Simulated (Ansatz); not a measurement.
# C: the cost of one run

Computed with Ansatz 0.2.0 (DFT PBE, scalar-relativistic, plane waves, PAW, unless a step's input says otherwise).

The COD entry's cell or inner coordinates are ideal or old and differ from later refinements, so a difference from it is no clean test against experiment.

### Step 1. Starting point

Symmetry: P6_3mc, No. 186, hexagonal system. Conventional cell: a = 2.470 Å, b = 2.470 Å, c = 6.790 Å, α = 90.00°, β = 90.00°, γ = 120.00°. C (site symmetry 3m) has 3 C at 1.43 Å as nearest neighbours.

As a file:

```cif
data_structure
_symmetry_space_group_name_H-M 'P 1'
_symmetry_Int_Tables_number 1
_cell_length_a 8.0254
_cell_length_b 8.0254
_cell_length_c 8.5563
_cell_angle_alpha 105.458
_cell_angle_beta 105.458
_cell_angle_gamma 115.573
_cell_volume 430.50
loop_
_atom_site_label
_atom_site_type_symbol
_atom_site_fract_x
_atom_site_fract_y
_atom_site_fract_z
_atom_site_occupancy
C1 C 0.00000 0.00000 0.00000 1
C2 C 0.50000 0.50000 0.00000 1
C3 C 0.66667 0.66667 0.83333 1
C4 C 0.16667 0.16667 0.83333 1
C5 C 0.33333 0.33333 0.66667 1
C6 C 0.83333 0.83333 0.66667 1
C7 C 0.00000 0.00000 0.50000 1
C8 C 0.50000 0.50000 0.50000 1
C9 C 0.66667 0.66667 0.33333 1
C10 C 0.16667 0.16667 0.33333 1
C11 C 0.33333 0.33333 0.16667 1
C12 C 0.83333 0.83333 0.16667 1
C13 C 0.75000 0.25000 0.00000 1
C14 C 0.25000 0.75000 0.00000 1
C15 C 0.41667 0.91667 0.83333 1
C16 C 0.91667 0.41667 0.83333 1
C17 C 0.08333 0.58333 0.66667 1
C18 C 0.58333 0.08333 0.66667 1
C19 C 0.75000 0.25000 0.50000 1
C20 C 0.25000 0.75000 0.50000 1
C21 C 0.41667 0.91667 0.33333 1
C22 C 0.91667 0.41667 0.33333 1
C23 C 0.08333 0.58333 0.16667 1
C24 C 0.58333 0.08333 0.16667 1
C25 C 0.16417 0.16917 0.00000 1
C26 C 0.66417 0.66917 0.00000 1
C27 C 0.83083 0.83583 0.83333 1
C28 C 0.33083 0.33583 0.83333 1
C29 C 0.49750 0.50250 0.66667 1
C30 C 0.99750 0.00250 0.66667 1
C31 C 0.16417 0.16917 0.50000 1
C32 C 0.66417 0.66917 0.50000 1
C33 C 0.83083 0.83583 0.33333 1
C34 C 0.33083 0.33583 0.33333 1
C35 C 0.49750 0.50250 0.16667 1
C36 C 0.99750 0.00250 0.16667 1
C37 C 0.58083 0.08583 0.00000 1
C38 C 0.08083 0.58583 0.00000 1
C39 C 0.24750 0.75250 0.83333 1
C40 C 0.74750 0.25250 0.83333 1
C41 C 0.91417 0.41917 0.66667 1
C42 C 0.41417 0.91917 0.66667 1
C43 C 0.58083 0.08583 0.50000 1
C44 C 0.08083 0.58583 0.50000 1
C45 C 0.24750 0.75250 0.33333 1
C46 C 0.74750 0.25250 0.33333 1
C47 C 0.91417 0.41917 0.16667 1
C48 C 0.41417 0.91917 0.16667 1
```

The runs take a perfect supercell of 48 atoms; the defect goes to fractional position (0.250, 0.500, 0.583).

### Step 2. The perfect supercell

File input.yaml:

```yaml
crystal:
  lattice:
    - [3.705, -2.139083, -6.79]
    - [3.705, -2.139083, 6.79]
    - [-7.41, -4.278165, 0.0]
  atoms:
    - { symbol: C, position: [0.0, 0.0, 0.0] }
    - { symbol: C, position: [0.5, 0.5, 0.0] }
    - { symbol: C, position: [0.666667, 0.666666, 0.833333] }
    - { symbol: C, position: [0.166667, 0.166666, 0.833333] }
    - { symbol: C, position: [0.333333, 0.333334, 0.666667] }
    - { symbol: C, position: [0.833333, 0.833334, 0.666667] }
    - { symbol: C, position: [0.0, 0.0, 0.5] }
    - { symbol: C, position: [0.5, 0.5, 0.5] }
    - { symbol: C, position: [0.666667, 0.666666, 0.333333] }
    - { symbol: C, position: [0.166667, 0.166666, 0.333333] }
    - { symbol: C, position: [0.333333, 0.333334, 0.166667] }
    - { symbol: C, position: [0.833333, 0.833334, 0.166667] }
    - { symbol: C, position: [0.75, 0.25, 0.0] }
    - { symbol: C, position: [0.25, 0.75, 0.0] }
    - { symbol: C, position: [0.416667, 0.916666, 0.833333] }
    - { symbol: C, position: [0.916667, 0.416666, 0.833333] }
    - { symbol: C, position: [0.083333, 0.583334, 0.666667] }
    - { symbol: C, position: [0.583333, 0.083334, 0.666667] }
    - { symbol: C, position: [0.75, 0.25, 0.5] }
    - { symbol: C, position: [0.25, 0.75, 0.5] }
    - { symbol: C, position: [0.416667, 0.916666, 0.333333] }
    - { symbol: C, position: [0.916667, 0.416666, 0.333333] }
    - { symbol: C, position: [0.083333, 0.583334, 0.166667] }
    - { symbol: C, position: [0.583333, 0.083334, 0.166667] }
    - { symbol: C, position: [0.164167, 0.169167, 0.0] }
    - { symbol: C, position: [0.664167, 0.669167, 0.0] }
    - { symbol: C, position: [0.830834, 0.835833, 0.833333] }
    - { symbol: C, position: [0.330834, 0.335833, 0.833333] }
    - { symbol: C, position: [0.4975, 0.502501, 0.666667] }
    - { symbol: C, position: [0.9975, 0.002501, 0.666667] }
    - { symbol: C, position: [0.164167, 0.169167, 0.5] }
    - { symbol: C, position: [0.664167, 0.669167, 0.5] }
    - { symbol: C, position: [0.830834, 0.835833, 0.333333] }
    - { symbol: C, position: [0.330834, 0.335833, 0.333333] }
    - { symbol: C, position: [0.4975, 0.502501, 0.166667] }
    - { symbol: C, position: [0.9975, 0.002501, 0.166667] }
    - { symbol: C, position: [0.580833, 0.085833, 0.0] }
    - { symbol: C, position: [0.080833, 0.585833, 0.0] }
    - { symbol: C, position: [0.2475, 0.752499, 0.833333] }
    - { symbol: C, position: [0.7475, 0.252499, 0.833333] }
    - { symbol: C, position: [0.914166, 0.419167, 0.666667] }
    - { symbol: C, position: [0.414166, 0.919167, 0.666667] }
    - { symbol: C, position: [0.580833, 0.085833, 0.5] }
    - { symbol: C, position: [0.080833, 0.585833, 0.5] }
    - { symbol: C, position: [0.2475, 0.752499, 0.333333] }
    - { symbol: C, position: [0.7475, 0.252499, 0.333333] }
    - { symbol: C, position: [0.914166, 0.419167, 0.166667] }
    - { symbol: C, position: [0.414166, 0.919167, 0.166667] }
basis:
  ecutwfc: 420
  fft_grid_basis: typed
kpoints:
  mp_grid: { grid: [2, 2, 2] }
hamiltonian:
  xc: pbe
  pseudopotentials: { kind: paw }
scf:
  occupations: { method: gaussian, width: 0.05 }
output:
  forces: true
  stress: false
  eigenvalues: true
  bader: false
  write_density: true
  volumetric_format: npy
```

On the command line:

```
$ ansatz run input.yaml --threads 4 --pin off --max-ram 10240MiB --backend cpu --events-out ev --progress --plain --runs-dir out
```

What time and memory should one allow on 4 threads of Arm Neoverse V2, shared host?

About 5.2 s, with a peak of 1.6 GiB.
